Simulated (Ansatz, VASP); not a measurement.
# One calculation of BN, two programs

File INCAR:

```
SYSTEM = BN
PREC     = Accurate       ! precision mode
ENCUT    = 520            ! plane-wave cutoff, eV
EDIFF    = 1E-6           ! SCF threshold, eV
ISMEAR   = -1             ! smearing method
SIGMA    = 0.05           ! smearing width, eV
LREAL    = .FALSE.        ! projectors in reciprocal space
LASPH    = .TRUE.         ! aspherical terms in the spheres
NELM     = 60             ! most SCF steps
ALGO     = Normal         ! electronic algorithm
ISIF     = 2              ! what is computed and relaxed
LWAVE    = .FALSE.        ! write WAVECAR
LCHARG   = .TRUE.         ! write CHGCAR
GGA      = PE             ! functional
LELF     = .TRUE.         ! ELF
LVHAR    = .TRUE.       
NBANDS   = 11             ! bands
```

KPOINTS

```
Automatic mesh
0
G
  13 13 13
  0 0 0
```

Contents of POSCAR:

```
BN
1.0
    0.0000000000      3.4239628326      2.1218728889
    1.2260814184      0.0000000000      2.1218728889
    1.2260814184      3.4239628326      0.0000000000
N B
1 1
Direct
    0.6666513400      0.6666513400      0.3333486600
    0.0000486500      0.0000486500      0.9999513500
```

File input.yaml:

```yaml
crystal:
  lattice:
    - [0.0, 3.4239628326, 2.1218728889]
    - [1.2260814184, 0.0, 2.1218728889]
    - [1.2260814184, 3.4239628326, 0.0]
  atoms:
    - { symbol: "N", position: [0.66665134, 0.66665134, 0.33334866] }
    - { symbol: B, position: [4.865e-05, 4.865e-05, 0.99995135] }
kpoints:
  mp_grid: { grid: [13, 13, 13] }
scf:
  occupations: { method: fermi_dirac, width: 0.05 }
hamiltonian:
  xc: pbe
  pseudopotentials: { kind: all_electron, lapw: { basis_error: 0.0005 } }
output:
  forces: true
  stress: true
  eigenvalues: true
```

Change from the starting cell: volume scaled by 0.94.

Alike in both runs: task single point; functional PBE; k mesh 13 × 13 × 13; occupations fermi-dirac, width 0.05 eV; no spin polarisation.

|  | VASP | Ansatz |
| --- | --- | --- |
| version | VASP 6.6.1 | Ansatz 0.2.0 |
| potentials or method | VASP PAW PBE potentials, release 64 (N, B) | all-electron LAPW, scalar-relativistic |
| plane-wave cutoff (eV) | 520 | see its input |

|  | VASP | Ansatz | Ansatz less VASP |
| --- | --- | --- | --- |
| gap on the k mesh at the Fermi level (eV) | 3.94 | 3.94 | +0.002 |
| least direct gap on the mesh (eV) | 4.80 | 4.80 | -0.001 |
| pressure (GPa) | 19.6 | 19.5 | -0.11 |
| largest component of the traceless stress (GPa) | 17.45 | 17.18 | -0.268 |
| rms of the force components (eV/Å) | 0.007 | 0.007 | 0.0000 |

Atom by atom the forces differ by 0.000 eV/Å (rms over components). Ansatz ran all-electron here, so the differences hold the error of VASP's frozen core and of both bases.

Caveats: an odd mesh through Γ misses points on the zone boundary, where band edges often lie; so large a pressure means that the cell lies far from this level's equilibrium, or that cutoff or potentials fall short (VASP).
